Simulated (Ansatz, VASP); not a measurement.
**One calculation of PbSe (Clausthalite), two programs**

```
Pb Se
1.0
     0.00000    3.06065    3.06065
     3.06065    0.00000    3.06065
     3.06065    3.06065    0.00000
Pb Se
1 1
Direct
  0.00000 0.00000 0.00000
  0.50000 0.50000 0.50000
```

Alike in both runs: task relaxation of cell and atoms; functional PBE; dispersion D3(BJ); k mesh 10 × 10 × 10; occupations gaussian, width 0.01 eV; no spin polarisation.

|  | VASP | Ansatz |
| --- | --- | --- |
| version | VASP 6.6.1 | Ansatz 0.2.0 |
| potentials or method | VASP PAW PBE potentials, release 64 (Pb_d, Se) | scalar-relativistic, plane waves, PAW |
| plane-wave cutoff (eV) | 600 | 420 |
| valence electrons in the cell | 20 | 30 |

|  | VASP | Ansatz | Ansatz less VASP |
| --- | --- | --- | --- |
| gap on the k mesh at the Fermi level, each at its own relaxed structure (eV) | 0.31 | 0.31 | -0.006 |
| relaxed volume (Å³/atom) | 28.86 | 28.85 | -0.011 |
| relaxed cell length with the largest relative difference (Å) | 4.338 | 4.338 | -0.0005 |

The two sets of potentials don't hold the same shells in valence.

Caveats: spin-orbit coupling is left out, which as a rule narrows the gap of such compounds by several tenths of an eV. Zero-point motion and thermal expansion aren't in these numbers.
